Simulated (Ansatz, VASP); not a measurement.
# HfO2: VASP beside Ansatz

```xyz
3
Lattice="3.2518 0.0000 0.0000 -1.6259 2.8161 0.0000 0.0000 0.0000 5.5731" Properties=species:S:1:pos:R:3 pbc="T T T"
Hf    0.0000    0.0000    0.0000
O     0.0000    1.8774    0.9700
O     1.6259    0.9387    4.6030
```

Alike in both runs: functional PBE; k mesh 12 × 12 × 7; occupations fermi-dirac, width 0.1 eV; no spin polarisation.

Ansatz relaxed the structure, and its values are those at the end. VASP's run is a single point on that final structure, the one shown.

|  | VASP | Ansatz |
| --- | --- | --- |
| version | VASP 6.6.1 | Ansatz 0.2.0 |
| potentials or method | VASP PAW PBE potentials, release 64 (Hf_pv, O) | PAW with Ansatz's default frozen-core files, scalar-relativistic |
| plane-wave cutoff (eV) | 520 | 420 |
| valence electrons in the cell | 22 | 38 |

|  | VASP | Ansatz | Ansatz less VASP |
| --- | --- | --- | --- |
| gap on the k mesh at the Fermi level (eV) | 4.76 | 4.76 | -0.006 |
| pressure (GPa) | -2.0 | 0.0 | +2.04 |
| rms of the force components (eV/Å) | 0.094 | 0.001 | -0.0938 |

The two sets of potentials don't hold the same shells in valence.

Caveats: spin-orbit coupling is left out, which moves the levels of the heavy elements; an odd mesh through Γ misses points on the zone boundary, where band edges often lie.
